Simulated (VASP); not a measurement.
Wanted: the native input for a VASP 6.6.1 run.

```yaml
Task: single point
Functional: PBE
Potentials_or_basis: VASP PAW PBE potentials, release 64 (Li_sv)
Cutoff: 520 eV
k_mesh: 16 × 16 × 16
Occupations: gaussian, width 0.05 eV
Spin: no spin polarisation
Dipole_correction: no
Further_INCAR_settings: ALGO = Fast; EDIFF = 1e-07; NBANDS = 8
```

The structure of Li lies in POSCAR:

```
Li
1.0
   -1.7450000000      1.7450000000      1.7450000000
    1.7450000000     -1.7450000000      1.7450000000
    1.7450000000      1.7450000000     -1.7450000000
Li
1
Direct
    0.0000000000      0.0000000000      0.0000000000
```

One way to write it, as run:

INCAR

```
SYSTEM = Li
  PREC = Accurate
  ENCUT = 520
  EDIFF = 1E-7
  ISMEAR = 0
  SIGMA = 0.05
  LREAL = .FALSE.
  LASPH = .TRUE.
  NELM = 100
  ALGO = Fast
  ISIF = 2
  LWAVE = .FALSE.
  LCHARG = .TRUE.
  GGA = PE
  LELF = .TRUE.
  LVHAR = .TRUE.
  NBANDS = 8
```

KPOINTS

```
Automatic mesh
0
G
  16 16 16
  0 0 0
```

Potentials or basis: VASP PAW PBE potentials, release 64 (Li_sv).

Command:

```sh
$ cat potpaw_PBE.64/Li_sv/POTCAR > POTCAR
$ mpirun -np 1 vasp_std > vasp.out
```

Results of the run:

The band gap on the k mesh is none (metal or under the smearing width).

Wall time 15 s on 1 thread of Intel(R) Xeon(R) Platinum 8488C (Sapphire Rapids), with other jobs on the host, peak memory 0.14 GiB.
